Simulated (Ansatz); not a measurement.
TiB₂: pressure and largest V_zz against volume scale

Periodic Kohn-Sham DFT of a crystal at fixed atoms, scaled to volume_scale times the given cell; pressure positive in compression, energy less spherical unpolarised free atoms, largest_vzz the field gradient of largest size among the nuclei. The results are calculated, by Ansatz 0.2.0.

The cell before it is scaled or strained (space group P6/mmm, No. 191):
```
CELL_PARAMETERS angstrom
3.02920 0.00000 0.00000
-1.51460 2.62340 0.00000
0.00000 0.00000 3.22840
ATOMIC_POSITIONS crystal
Ti 0.00000 0.00000 0.00000
B 0.33333 0.66667 0.50000
B 0.66667 0.33333 0.50000
```

Settings of every row: method frozen-core PAW; functional PBE; relativity scalar; k mesh 15x15x13; filling fermi-dirac; smearing width 0.08 eV; wave cutoff 420 eV; paw set soft_2.

Atom start moment: 0 on all atoms.

Limits: no gap: field gradients move with the k mesh.

| row | volume scale | V (Å³/atom) | pressure (GPa) | largest V_zz (1e21 V/m^2) |
| --- | --- | --- | --- | --- |
| 1 | 0.94 | 8.039 | ? | ? |
| 2 | 0.96 | 8.21 | 11.55 | 2.075 |
| 3 | 0.98 | 8.381 | 5.627 | 2.05 |
| 4 | 0.99 | 8.466 | 2.875 | 2.036 |
| 5 | 1 | 8.552 | 0.253 | 2.023 |
| 6 | 1.01 | 8.637 | -2.245 | 2.011 |
| 7 | 1.02 | 8.723 | -4.624 | 1.996 |
| 8 | 1.04 | 8.894 | -9.05 | 1.976 |
| 9 | 1.06 | 9.065 | -13.07 | 1.953 |

Question: what pressure and largest V_zz should row 1 give?

Worked fit of pressure. Take u = (V_r/V)^(2/3) − 1 with V_r = 8.5945 Å³ an atom, which is twice the finite (Eulerian) strain; such expansions in the strain, on which the Birch-Murnaghan equation of state is built, carry the rest volume and the bulk modulus. The shown rows have u = 0.03098, 0.01691, 0.01009, 0.00331, -0.00328, -0.00985, -0.02258, -0.03491. Least squares give pressure = −1.0093 + 377.05 × u + 910.21 × u² GPa; a straight line predicts inner rows, each left out in turn, worse (root mean square 0.3 against 0.011 GPa). The rows lie off it by 0.005, 0.000, -0.013, 0.004, -0.009, 0.011, 0.009, -0.007 (root mean square 0.0082 GPa). The pressure vanishes at u = 0.0027, or V = 8.56 Å³ an atom, and there the bulk modulus at fixed shape and fractions is B = −V dP/dV = (2/3)(1 + u) dP/du = 255 GPa. Letting shape and atoms relax would as a rule lower it, by much in layered, chain or molecular crystals. The withheld row has u = 0.04555, so the fit gives −1.0093 + 377.05 × (0.04555) + 910.21 × (0.04555)² = 18.054 GPa.

The calculation gave 18.08 GPa. The fit lies 0.026 GPa (0.083 % of the column's range) below it; its largest miss of a shown row is 0.013 GPa. This row lies beyond the range of the fit.

Worked fit of largest V_zz. Take t = volume scale − 1. The shown rows have t = -0.04, -0.02, -0.01, 0, 0.01, 0.02, 0.04, 0.06. Their means are 0.0075 and 2.015 1e21 V/m^2; the sums about the means are S_tt = 0.00735 and S_ty = -0.00901, whose ratio is the slope. Least squares give largest V_zz = 2.0242 − 1.226 × t 1e21 V/m^2. The rows lie off it by 0.002, 0.001, 0.000, -0.001, -0.001, -0.004, 0.001, 0.002. The withheld row has t = -0.06, so the fit gives 2.0242 − 1.226 × (-0.06) = 2.098 1e21 V/m^2.

The calculation gave 2.098 1e21 V/m^2. The fit meets it to the printed digit. This row lies beyond the range of the fit.
